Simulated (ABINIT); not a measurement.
# ZrC (P6_3/mmc) in ABINIT: a series of runs, part 2 of 2

ABINIT 10.8.3 (patched build).

## Step 3: Band structure, LDA

run.abi

```
ndtset 2

pp_dirpath "./"
pseudos "Zr.LDA_PW-JTH.xml, C.LDA_PW-JTH.xml"

acell 3.3914762718 3.3914762718 5.290053 Angstrom
rprim
     1.0000000000     0.0000000000     0.0000000000
    -0.5000000000     0.8660254038     0.0000000000
     0.0000000000     0.0000000000     1.0000000000
ntypat 2
znucl 40 6
natom 4
typat 1 1 2 2
xred
     0.6666666667     0.3333333333     0.7500000000
     0.3333333333     0.6666666667     0.2500000000
     0.0000000000     0.0000000000     0.5000000000
     0.0000000000     0.0000000000     0.0000000000

ecut 517.016339 eV
pawecutdg 38.0

ixc 7

occopt 3
tsmear 0.05 eV

nstep 100

iomode 3
prtwf 0
prteig 0
prtebands 0
enunit 1
prtden1 1

kptopt1 1
ngkpt1 9 9 5
nshiftk1 1
shiftk1 0.0 0.0 0.0
nband1 20
tolvrs1 1.0e-9

iscf2 -2
getden2 1
nband2 26
nbdbuf2 4
tolwfr2 1.0e-11
kptopt2 -7
ndivsm2 8
prteig2 1
prtvol2 -3
kptbounds2
     0.0000000000     0.0000000000     0.0000000000
     0.5000000000     0.0000000000     0.0000000000
     0.3333333333     0.3333333333     0.0000000000
     0.0000000000     0.0000000000     0.0000000000
     0.0000000000     0.0000000000     0.5000000000
     0.5000000000     0.0000000000     0.5000000000
     0.3333333333     0.3333333333     0.5000000000
     0.0000000000     0.0000000000     0.5000000000
```

Potentials or basis: JTH PAW LDA v2.0.

Launch:

```console
abinit run.abi > log 2>&1
```

run.abo:

```text
.Version 10.8.3 of ABINIT
 DATASET    1 : space group P6_3/m m c (#194); Bravais hP (primitive hexag.)
================================================================================
 Values of the parameters that define the memory need for DATASET  1.
     intxc =       0    ionmov =       0      iscf =      17    lmnmax =      18
     lnmax =       6     mgfft =      40  mpssoang =       3    mqgrid =    3001
     natom =       4  nloc_mem =       2    nspden =       1   nspinor =       1
    nsppol =       1      nsym =      24    n1xccc =       1    ntypat =       2
    occopt =       3   xclevel =       1
       mpw =        1424          nfft =       29160          nkpt =          36
 PAW method is used; the additional fine FFT grid is defined by:
   mgfftf=        60    nfftf =     77760
================================================================================
================================================================================

 DATASET    2 : space group P6_3/m m c (#194); Bravais hP (primitive hexag.)
================================================================================
 Values of the parameters that define the memory need for DATASET  2.
     intxc =       0    ionmov =       0      iscf =      -2    lmnmax =      18
     lnmax =       6     mgfft =      40  mpssoang =       3    mqgrid =    3001
     natom =       4  nloc_mem =       2    nspden =       1   nspinor =       1
    nsppol =       1      nsym =      24    n1xccc =       1    ntypat =       2
    occopt =       3   xclevel =       1
       mpw =        1429          nfft =       29160          nkpt =          87
 PAW method is used; the additional fine FFT grid is defined by:
   mgfftf=        60    nfftf =     77760
================================================================================
================================================================================

--------------------------------------------------------------------------------
------------- Echo of variables that govern the present computation ------------
--------------------------------------------------------------------------------
 -outvars: echo values of preprocessed input variables --------
            acell      6.4089613162E+00  6.4089613162E+00  9.9967513615E+00 Bohr
              amu      9.12240000E+01  1.20110000E+01
             ecut      1.90000000E+01 Hartree
           enunit           1
           getden1          0
           getden2          1
             iscf1         17
             iscf2         -2
              ixc           7
           jdtset        1    2
           kptopt1          1
           kptopt2         -7
         kptrlatt        9    0    0      0    9    0      0    0    5
          kptrlen1     4.99837568E+01
          kptrlen2     3.00000000E+01
            natom           4
            nband1         20
            nband2         26
           nbdbuf1          0
           nbdbuf2          4
           ndtset           2
           ndivsm1          0
           ndivsm2          8
            ngfft          27      27      40
          ngfftdg          36      36      60
             nkpt1         36
             nkpt2         87
            nstep         100
             nsym          24
           ntypat           2
           occopt           3
        pawecutdg      3.80000000E+01 Hartree
        prtebands           0
           prteig1          0
[... 1155 lines left out ...]
  6.1015E-01  6.1043E-01

--- !ResultsGS
iteration_state: {dtset: 2, }
comment   : Summary of ground state results
lattice_vectors:
- [  6.4089613,   0.0000000,   0.0000000, ]
- [ -3.2044807,   5.5503233,   0.0000000, ]
- [  0.0000000,   0.0000000,   9.9967514, ]
lattice_lengths: [   6.40896,    6.40896,    9.99675, ]
lattice_angles: [ 90.000,  90.000, 120.000, ] # degrees, (23, 13, 12)
lattice_volume:   3.5560251E+02
convergence: {deltae:  0.000E+00, res2:  0.000E+00, residm:  9.960E-12, diffor:  0.000E+00, }
etotal    :  -1.06997875E+02
entropy   :   0.00000000E+00
fermie    :   4.21654139E-01
cartesian_stress_tensor: null
pressure_GPa: null
xred      :
- [  6.6667E-01,   3.3333E-01,   7.5000E-01, Zr]
- [  3.3333E-01,   6.6667E-01,   2.5000E-01, Zr]
- [  0.0000E+00,   1.8504E-17,   5.0000E-01,  C]
- [  0.0000E+00,   1.8504E-17,  -4.1633E-17,  C]
cartesian_forces: null
force_length_stats: {min: null, max: null, mean: null, }
...

 Integrated electronic density in atomic spheres:
 ------------------------------------------------
 Atom  Sphere_radius  Integrated_density
    1        2.22030          9.07890733
    2        2.22030          9.07890733
    3        1.50737          2.35969051
    4        1.50737          2.35969051

================================================================================

 ----iterations are completed or convergence reached----

 Mean square residual over all n,k,spin=   48.059E-13; max=  99.605E-13
 reduced coordinates (array xred) for    4 atoms
       0.666666666667      0.333333333333      0.750000000000
       0.333333333333      0.666666666667      0.250000000000
       0.000000000000      0.000000000000      0.500000000000
       0.000000000000      0.000000000000     -0.000000000000

 cartesian coordinates (angstrom) at end:
    1      1.69573813590000     0.97903486925457     3.96753975000000
    2     -0.00000000000000     1.95806973850914     1.32251325000000
    3     -0.00000000000000     0.00000000000000     2.64502650000000
    4     -0.00000000000000     0.00000000000000    -0.00000000000000
 length scales=  6.408961316217  6.408961316217  9.996751361537 bohr
              =  3.391476271800  3.391476271800  5.290053000000 angstroms
 Eigenvalues (   eV  ) for nkpt=  87  k points:
 kpt#   1, nband= 26, wtk=  1.00000, kpt=  0.0000  0.0000  0.0000 (reduced coord)
 -36.74677  -36.63221  -15.34558  -14.64653  -14.64653  -14.54706  -14.54706  -14.45777
  -0.17555    3.55646    5.60268    8.68043    8.68043   10.39483   10.39483   12.39653
  12.69595   12.69595   13.09945   13.09945   13.79514   14.69075   15.88250   18.82517
  18.83292   19.18248
 kpt#   2, nband= 26, wtk=  1.00000, kpt=  0.0357  0.0000  0.0000 (reduced coord)
 -36.74578  -36.63185  -15.34189  -14.65412  -14.64957  -14.55421  -14.54714  -14.45905
  -0.15299    3.54089    5.62881    8.62992    8.70090   10.33918   10.35545   12.43805
  12.56699   12.72429   13.02834   13.17082   13.94617   14.83668   15.94677   18.78896
  18.80278   19.09577
 kpt#   3, nband= 26, wtk=  1.00000, kpt=  0.0714  0.0000  0.0000 (reduced coord)
 -36.74284  -36.63081  -15.33091  -14.67656  -14.65829  -14.57508  -14.54761  -14.46290
  -0.08631    3.49511    5.70566    8.48975    8.76186   10.18921   10.24444   12.25886
  12.55844   12.80891   12.91478   13.36697   14.29066   15.18857   16.13400   18.62746
  18.69163   18.75078
 kpt#   4, nband= 26, wtk=  1.00000, kpt=  0.1071  0.0000  0.0000 (reduced coord)
 -36.73806  -36.62916  -15.31291  -14.71292  -14.67174  -14.60807  -14.54895  -14.46937
[... 404 lines left out ...]
 -36.68744  -36.68744  -14.92574  -14.92574  -14.61147  -14.61147  -14.60249  -14.60249
   1.23668    1.23668    8.73716    8.73716    9.05224    9.05224    9.09630    9.09630
  14.48720   14.48720   14.72068   14.72068   15.29414   15.29414   16.73895   16.73939
  16.91336   16.91385
 kpt#  86, nband= 26, wtk=  1.00000, kpt=  0.0196  0.0196  0.5000 (reduced coord)
 -36.68925  -36.68925  -14.92116  -14.92116  -14.60068  -14.60068  -14.59829  -14.59829
   1.20650    1.20650    8.78418    8.78418    9.06131    9.06131    9.06967    9.06967
  14.74502   14.74502   14.81335   14.81335   15.33606   15.33606   16.63191   16.64146
  16.68257   16.68473
 kpt#  87, nband= 26, wtk=  1.00000, kpt=  0.0000  0.0000  0.5000 (reduced coord)
 -36.68987  -36.68987  -14.91976  -14.91976  -14.59686  -14.59686  -14.59686  -14.59686
   1.19619    1.19619    8.80183    8.80183    9.06173    9.06173    9.06173    9.06173
  14.84736   14.84736   14.84736   14.84736   15.37313   15.37313   16.59331   16.59331
  16.60316   16.61051

== END DATASET(S) ==============================================================
================================================================================

 -outvars: echo values of variables after computation  --------
            acell      6.4089613162E+00  6.4089613162E+00  9.9967513615E+00 Bohr
           etotal1    -1.0699787539E+02
            fcart1     8.4027507432E-29 -1.4553991210E-28 -0.0000000000E+00
                      -8.4027507432E-29  1.4553991210E-28 -0.0000000000E+00
                      -0.0000000000E+00 -0.0000000000E+00 -0.0000000000E+00
                      -0.0000000000E+00 -0.0000000000E+00 -0.0000000000E+00
            rprim      1.0000000000E+00  0.0000000000E+00  0.0000000000E+00
                      -5.0000000000E-01  8.6602540380E-01  0.0000000000E+00
                       0.0000000000E+00  0.0000000000E+00  1.0000000000E+00
           strten1     4.2810596492E-04  4.2810596455E-04  3.5729823948E-04
                       0.0000000000E+00  0.0000000000E+00  0.0000000000E+00
           xangst      1.6957381359E+00  9.7903486925E-01  3.9675397500E+00
                      -4.7614606347E-17  1.9580697385E+00  1.3225132500E+00
                      -3.1377458704E-17  5.4347352688E-17  2.6450265000E+00
                      -3.1377458704E-17  5.4347352688E-17 -2.2024269908E-16
             xred      6.6666666667E-01  3.3333333333E-01  7.5000000000E-01
                       3.3333333333E-01  6.6666666667E-01  2.5000000000E-01
                       0.0000000000E+00  1.8503717077E-17  5.0000000000E-01
                       0.0000000000E+00  1.8503717077E-17 -4.1633363423E-17
 Calculation completed.
```

It took 70 s on 1 thread of Arm Neoverse V2, shared host; peak memory 0.13 GiB.

What came out:

* Free energy: -2911.5605 eV
* Pressure: -11.9 GPa
* Band gap on the k mesh: none (metal or under the smearing width)
* Valence electrons inside the program's atomic spheres: Zr 9.08; C 2.36

Levels at the corners of the path, in eV from the Fermi level:
| point | band 12 | band 13 | band 14 | band 15 | band 16 | band 17 | band 18 | band 19 | band 20 | band 21 |
| --- | --- | --- | --- | --- | --- | --- | --- | --- | --- | --- |
| Γ | -2.79 | -2.79 | -1.08 | -1.08 | 0.92 | 1.22 | 1.22 | 1.63 | 1.63 | 2.32 |
| M | -3.42 | -3.18 | -2.82 | -1.48 | -0.76 | 1.49 | 4.05 | 4.21 | 4.28 | 4.68 |
| K | -3.34 | -3.34 | -3.14 | -3.14 | 0.53 | 1.04 | 1.04 | 4.24 | 4.24 | 4.92 |
| Γ | -2.79 | -2.79 | -1.08 | -1.08 | 0.92 | 1.22 | 1.22 | 1.63 | 1.63 | 2.32 |
| A | -2.67 | -2.41 | -2.41 | -2.41 | -2.41 | 3.37 | 3.37 | 3.37 | 3.37 | 3.90 |
| L | -3.53 | -2.71 | -2.71 | -2.09 | -2.09 | 1.45 | 1.45 | 4.00 | 4.00 | 4.67 |
| H | -4.41 | -2.17 | -2.17 | -1.79 | -1.79 | 1.74 | 1.74 | 2.99 | 2.99 | 6.40 |
| A | -2.67 | -2.41 | -2.41 | -2.41 | -2.41 | 3.37 | 3.37 | 3.37 | 3.37 | 3.90 |
